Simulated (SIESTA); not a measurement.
**WS in SIESTA: convergence with k mesh**

Slab: WS, a slab with vacuum.

```
W S
1.0
     3.18352    0.00000    0.00000
    -1.59176    2.75701    0.00000
     0.00000    0.00000   31.95058
W S
2 2
Direct
  0.33333 0.66667 0.23474
  0.33333 0.66667 0.76526
  0.66667 0.33333 0.28355
  0.66667 0.33333 0.71645
```

* Program: SIESTA 5.4.2
* Task: single point
* Functional: PBE
* Potentials or basis: PseudoDojo 0.4 standard (PBE files)
* Basis: DZP (energy shift 0.003 Ry; two zetas on semicore shells)
* Grid cutoff: 800 Ry
* Energy shift: 0.003 Ry
* k mesh: 2 × 2 × 1
* Occupations: fermi-dirac, width 0.05 eV
* Spin: no spin polarisation

These are the settings of the first run; the series varies k mesh, with any setting tied to it.

Hardware: 1 thread of Arm Neoverse V2, on a shared host.

**Question.** The values tried are 2 × 2 × 1, 4 × 4 × 1, 6 × 6 × 1, 7 × 7 × 1, 8 × 8 × 1, 10 × 10 × 1, 12 × 12 × 1, loosest first. From which on does the largest force stay within 0.005 eV/Å of the tightest run that finished?

**Answer.** From 10 × 10 × 1 on.

```
     k mesh  energy less the tightest run, at zero smearing (meV/atom)  largest force (eV/Å)  gap on the mesh (eV)  SCF cycles  CPU time (s)  peak memory (GiB)
  2 × 2 × 1                                                     559.82                 0.740                 0.099          18            62               0.45
  4 × 4 × 1                                                     -15.75                 0.082                 0.354          13            50               0.45
  6 × 6 × 1                                                      -1.94                 0.069                 0.375          13            51               0.45
  7 × 7 × 1                                                      -0.48                 0.095                 0.652          12            48               0.45
  8 × 8 × 1                                                       0.36                 0.101                 0.264          13            50               0.45
10 × 10 × 1                                                       0.08                 0.097                 0.228          13            51               0.45
12 × 12 × 1                                                       0.00                 0.095                 0.248          13            52               0.45
```

Against the tightest run, the energy stays within 1 meV/atom from 7 × 7 × 1 on. Not settled before the last step: the gap on the mesh (to 0.01 eV). Meshes of other sizes hit other points, so gaps and Fermi surfaces needn't settle smoothly. The tightest run that finished is the yardstick and may itself not be fully converged.

Caveat, for the tightest run too: spin-orbit coupling is left out, which moves the levels of the heavy elements; the basis of atomic orbitals isn't converged, which shifts pressures, moduli and gaps.
